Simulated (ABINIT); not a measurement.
Runs of ABINIT 10.8.3 (patched build) on PbS (Galena). Symmetry: Fm-3m, No. 225, cubic system. The conventional cell has a = 5.931 Å, b = 5.931 Å, c = 5.931 Å, α = 90.00°, β = 90.00°, γ = 90.00°. Pb (site symmetry m-3m) has 6 S at 2.97 Å as nearest neighbours. Around S (site symmetry m-3m) lie 6 Pb at 2.97 Å. 

```tsv
task	level	potentials or basis	spin	k mesh	cutoff (eV)	fine-grid cutoff	gap on the mesh (eV)	pressure (GPa)	V0 of scaled cells (Å³/atom)	B0 (GPa)
equation of state	PBE+D3	JTH PAW PBE v2.0	off	8 × 8 × 8	599	1197.3 eV	-	-	26.65	52
equation of state	PBE	JTH PAW PBE v2.0	off	8 × 8 × 8	599	1197.3 eV	-	-	27.16	52
single point	PBE	PseudoDojo NC SR PBE v0.4.1 standard	off	6 × 6 × 6	707	-	0.37	(b)	-	-
band structure	PBE	JTH PAW PBE v2.0	SOC, no magnetisation	8 × 8 × 8	599	1197.3 eV	0.02	1.9	-	-
equation of state	PBE+D3(BJ)	JTH PAW PBE v2.0	off	8 × 8 × 8	599	1197.3 eV	-	-	26.14	(a)
band structure	PBE	JTH PAW PBE v2.0	off	8 × 8 × 8	599	1197.3 eV	0.36	2.3	-	-
```

Alike in all rows: cell as given; smearing fermi-dirac 0.05 eV.

Problem. Fill in the values left out.

Solution. (a) 57; (b) 2.2.

Caveats: pressures at fixed basis lie under the slope of the energies (some runs); spin-orbit coupling is left out, which as a rule narrows the gap of such compounds by several tenths of an eV (some runs).

A k mesh can miss the band edges, and rows without SOC leave out spin-orbit coupling on Pb.
